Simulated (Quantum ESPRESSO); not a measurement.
# MgS (Niningerite): equation of state with PBE+D3(BJ)

The system is MgS (Niningerite).

```
S Mg
1.0
     0.00000    2.60165    2.60165
     2.60165    0.00000    2.60165
     2.60165    2.60165    0.00000
S Mg
1 1
Direct
  0.50000 0.50000 0.50000
  0.00000 0.00000 0.00000
```

```json
{"Program": "Quantum ESPRESSO 7.5", "Task": "equation of state", "Functional": "PBE", "Dispersion": "D3(BJ)", "Potentials or basis": "PseudoDojo 0.4.1 SR PBE standard", "Cutoff": "1143 eV", "Density cutoff": "4572 eV", "k mesh": "9 × 9 × 9", "Occupations": "fermi-dirac, width 0.05 eV", "Spin": "no spin polarisation"}
```

The equilibrium volume is 17.23 Å³/atom, the bulk modulus is 80 GPa and the pressure derivative of the bulk modulus is 3.9.

Energy against volume, from the lowest point:
```tsv
volume (Å³/atom)	energy (meV/atom)
16.553	7.06
16.905	1.57
17.257	0.00
17.609	2.02
17.962	7.27
18.314	15.45
18.666	26.27
```

All runs of the series together: 2.5 min on 1 thread of Arm Neoverse V2 (shared host).
